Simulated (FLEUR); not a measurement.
# Au (Im-3m) in FLEUR: further runs, part 2 of 2

FLEUR MaX-R8.1 (later development tree). The steps go on from the part before.

### Step 5. Equation of state, r2SCAN, 18.21 Å³/atom

The input, inp.xml:

```xml
<?xml version="1.0" encoding="UTF-8" standalone="no"?>
<fleurInput fleurInputVersion="0.39">
   <comment>
      Au                                                                                                  
   </comment>
   <calculationSetup>
      <cutoffs Kmax="4.1" Gmax="12.7" GmaxXC="12.7" numbands="0"/>
      <scfLoop itmax="80" minDistance="0.0001" maxIterBroyd="30" imix="Anderson" alpha="0.05" precondParam="0.0" spinf="2.0" sdNocoIR="T"/>
      <coreElectrons ctail="F" frcor="F" kcrel="0" coretail_lmax="0"/>
      <xcFunctional name="LibXC" relativisticCorrections="F">
         <LibXCName exchange="mgga_x_r2scan" correlation="mgga_c_r2scan"/>
         <AuxGGA exchange="117" correlation="130"/>
      </xcFunctional>
      <magnetism jspins="1"/>
      <soc l_soc="F" theta="0.0" phi="0.0" spav="F"/>
      <expertModes spex="0" secvar="F"/>
      <geometryOptimization l_f="F" forcealpha="1.0" forcemix="BFGS" epsdisp="0.00001" epsforce="0.00001"/>
      <ldaU l_linMix="F" mixParam="0.05" spinf="1.0"/>
   </calculationSetup>
   <cell>
      <bzIntegration valenceElectrons="19.0" mode="hist" fermiSmearingEnergy="0.00183747">
         <kPointListSelection listName="default-1"/>
         <!-- k-points included here -->
         <xi:include xmlns:xi="http://www.w3.org/2001/XInclude" href="kpts.xml"> </xi:include>
      </bzIntegration>
      <!-- symmetry operations included here -->
      <xi:include xmlns:xi="http://www.w3.org/2001/XInclude" href="sym.xml"> </xi:include>
      <bulkLattice scale="1.0000000000">
         <bravaisMatrix>
            <row-1>   -3.1317845247897176     3.1317845247897176     3.1317845247897176</row-1>
            <row-2>    3.1317845247897176    -3.1317845247897176     3.1317845247897176</row-2>
            <row-3>    3.1317845247897176     3.1317845247897176    -3.1317845247897176</row-3>
         </bravaisMatrix>
      </bulkLattice>
   </cell>
   <atomSpecies>
      <species name="Gold (Au)" element="Au" atomicNumber="79">
         <mtSphere radius="2.46" gridPoints="829" logIncrement="0.016"/>
         <atomicCutoffs lmax="10" lnonsphr="10"/>
         <electronConfig flipSpins="F">
            <coreConfig>(1s1/2) (2s1/2) (2p1/2) (2p3/2) (3s1/2) (3p1/2) (3p3/2) (4s1/2) (3d3/2) (3d5/2) (4p1/2) (4p3/2) (4d3/2) (4d5/2) (4f5/2) (4f7/2)</coreConfig>
            <valenceConfig>(5s1/2) (5p1/2) (5p3/2) (6s1/2) (5d3/2) (5d5/2)</valenceConfig>
            <stateOccupation state="(6s1/2)" spinUp="0.500000" spinDown="0.500000"/>
         </electronConfig>
         <energyParameters s="6" p="6" d="5" f="5"/>
         <lo type="SCLO" l="0" n="5" eDeriv="0"/>
         <lo type="SCLO" l="1" n="5" eDeriv="0"/>
         <lo type="SCLO" l="1" n="5" eDeriv="1"/>
         <lo type="SCLO" l="2" n="5" eDeriv="2"/>
         <lo type="SCLO" l="3" n="5" eDeriv="2"/>
      </species>
   </atomSpecies>
   <atomGroups>
      <atomGroup species="Gold (Au)">
         <relPos label="                   1">.0000000000 .0000000000 .0000000000</relPos>
         <force calculate="T" relaxXYZ="TTT"/>
      </atomGroup>
   </atomGroups>
   <output dos="F" band="F" slice="F">
      <checks vchk="F" cdinf="F"/>
      <bandDOS minEnergy="-.5*Htr" maxEnergy="0.5*Htr" sigma="0.015" storeEVData="T"/>
      <vacuumDOS vacdos="F" integ="F" star="F" nstars="0" locx1="0.0" locy1="0.0" locx2="0.0" locy2="0.0" nstm="0" tworkf="0.0"/>
      <unfoldingBand unfoldBand="F" supercellX="1" supercellY="1" supercellZ="1"/>
      <plotting iplot="0" polar="F">
         <plot TwoD="T" vec1="  1.0  0.0  0.0" vec2="  0.0  1.0  0.0" vec3="  0.0  0.0  1.0" zero="  0.0  0.0  0.0" file="plot"/>
      </plotting>
      <chargeDensitySlicing numkpt="0" minEigenval="0.0" maxEigenval="0.0" nnne="0" pallst="F"/>
      <specialOutput eonly="F"/>
      <moessbauerParams electricFieldGradient="T" isomerShift="T" coreHyperfine="T" valenceHyperfine="T"/>
      <magneticCircularDichroism mcd="F" energyLo="-10.0" energyUp="0.0"/>
   </output>
  <!-- We include the file relax.xml here to enable relaxations (see documentation) -->
  <xi:include xmlns:xi="http://www.w3.org/2001/XInclude" href="relax.xml"> <xi:fallback/> </xi:include>
</fleurInput>
```

Launch:

```
$ inpgen -f crystal.txt -profile fastHighL
$ # inp.xml edited to the form shown
$ fleur_MPI
```

Wall time 16 s (1 thread of Arm Neoverse V2, shared host); peak memory 0.09 GiB.

Results (log left out):

```yaml
Free_energy: -518272.1167 eV
Band_gap_on_the_k_mesh: none (metal or under the smearing width)
Valence_electrons_inside_the_program's_atomic_spheres: Au 17.30 (radii Au 2.46 bohr)
```

Caveat: the meta-GGA is that of a development version, with a GGA for the radial functions and cores and without core tails.

### Step 6. Equation of state, r2SCAN, 18.94 Å³/atom (volume scaled by 1.04)

inp.xml, as its differences from that of step 5:

```diff
@@ -27,3 +27,3 @@
       <xi:include xmlns:xi="http://www.w3.org/2001/XInclude" href="sym.xml"> </xi:include>
-      <bulkLattice scale="1.0000000000">
+      <bulkLattice scale="1.0131594038">
          <bravaisMatrix>
```

Potentials or basis: all-electron, FLAPW.

Launch:

```
$ inpgen -f crystal.txt -profile fastHighL
$ # inp.xml edited to the form shown
$ fleur_MPI
```

It took 17 s on 1 thread of Arm Neoverse V2, shared host; peak memory 0.09 GiB.

It converged, with:

- Free energy: -518272.0873 eV
- Band gap on the k mesh: none (metal or under the smearing width)
- Valence electrons inside the program's atomic spheres: Au 17.27 (radii Au 2.46 bohr)

Caveat: the meta-GGA is that of a development version, with a GGA for the radial functions and cores and without core tails.

### Step 7. Equation of state, r2SCAN, 19.30 Å³/atom (volume scaled by 1.06)

inp.xml, as its differences from that of step 6:

```diff
@@ -27,3 +27,3 @@
       <xi:include xmlns:xi="http://www.w3.org/2001/XInclude" href="sym.xml"> </xi:include>
-      <bulkLattice scale="1.0131594038">
+      <bulkLattice scale="1.0196128224">
          <bravaisMatrix>
```

Launch:

```
$ inpgen -f crystal.txt -profile fastHighL
$ # inp.xml edited to the form shown
$ fleur_MPI
```

It took 17 s on 1 thread of Arm Neoverse V2, shared host; peak memory 0.09 GiB.

It converged, with:

```
Free energy                                           : -518272.0656 eV
Band gap on the k mesh                                : none (metal or under the smearing width)
Valence electrons inside the program's atomic spheres : Au 17.25 (radii Au 2.46 bohr)
```

Caveat: the meta-GGA is that of a development version, with a GGA for the radial functions and cores and without core tails.

### Step 8. Equation of state, r2SCAN

Potentials or basis: all-electron, FLAPW.

No new run: the results of the series are fitted here.

What came out:

| Quantity | Value |
| --- | --- |
| Equilibrium volume | 17.67 Å³/atom |
| Bulk modulus | 151 GPa |

Energy against volume, from the lowest point:
```tsv
volume (Å³/atom)	energy (meV/atom)
17.115	7.84
17.479	0.00
18.207	6.30
18.935	35.69
19.299	57.34
```

Caveat: the meta-GGA is that of a development version, with a GGA for the radial functions and cores and without core tails.
